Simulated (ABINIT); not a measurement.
Set up this calculation in ABINIT 10.8.3 (patched build), as the native input.

| Quantity | Value |
| --- | --- |
| Task | band structure |
| Functional | AM05 |
| Potentials or basis | JTH PAW PBE v2.0 |
| Cutoff | 408 eV |
| k mesh | 11 × 11 × 6 |
| Occupations | fermi-dirac, width 0.05 eV |
| Spin | spin-orbit coupling, no magnetisation |
| Fine-grid cutoff | 816.342 eV |
| Exchange and correlation inside the PAW spheres | full angular mesh (pawxcdev 0, this build's default; the released program takes 1) |

Os:

```
Os
1.0
     2.73410    0.00000    0.00000
    -1.36705    2.36780    0.00000
     0.00000    0.00000    4.31970
Os
2
Cartesian
  1.3671 0.7893 3.2398
  0.0000 1.5785 1.0799
```

One way to write it, as run:

run.abi

```
# Datasets: ground state, then fixed potential
ndtset 2

# Pseudopotentials
pp_dirpath "./"
pseudos "Os.GGA_PBE-JTH.xml"

# Structure
acell 3*1.0
rprim
     5.1667001973     0.0000000000     0.0000000000
    -2.5833500987     4.4744936247     0.0000000000
     0.0000000000     0.0000000000     8.1630499405
ntypat 1
znucl 76
natom 2
typat 1 1
xcart
     2.5833500989     1.4914978747     6.1222874554
    -0.0000000003     2.9829957499     2.0407624851

# Plane-wave basis
ecut 15.0
pawecutdg 30.0

# Exchange and correlation
ixc -120135

# Bands and occupations
occopt 3
tsmear 0.05 eV

# Spin
nspinor 2
nspden 1
pawspnorb 1

# SCF cycle
nstep 100

# Output
iomode 3
prtwf 0
prteig 0
prtebands 0
prtden1 1

# Dataset 1
kptopt1 4
ngkpt1 11 11 6
nshiftk1 1
shiftk1 0.0 0.0 0.0
nband1 24
tolvrs1 1.0e-9

# Dataset 2: bands along G-M-K-G-A-L-H-A
iscf2 -2
getden2 1
nband2 32
nbdbuf2 2
tolwfr2 1.0e-12
kptopt2 -7
ndivsm2 8
prteig2 1
prtvol2 -3
kptbounds2
     0.0000000000     0.0000000000     0.0000000000
     0.5000000000     0.0000000000     0.0000000000
     0.3333333333     0.3333333333     0.0000000000
     0.0000000000     0.0000000000     0.0000000000
     0.0000000000     0.0000000000     0.5000000000
     0.5000000000     0.0000000000     0.5000000000
     0.3333333333     0.3333333333     0.5000000000
     0.0000000000     0.0000000000     0.5000000000
```

Potentials or basis: JTH PAW PBE v2.0.

Run with:

```console
$ abinit run.abi > log 2>&1
```

Results of the run:

```
Pressure                                              : -5.5 GPa
Band gap on the k mesh                                : none (metal or under the smearing width)
Valence electrons inside the program's atomic spheres : Os 6.63 (radii [1.3305] Å)
```

Caveat: the PAW data sets were made with another functional, which shifts forces and pressure a little.

It took 98 s on 1 thread of Arm Neoverse V1 (shared host), peak memory 0.15 GiB.
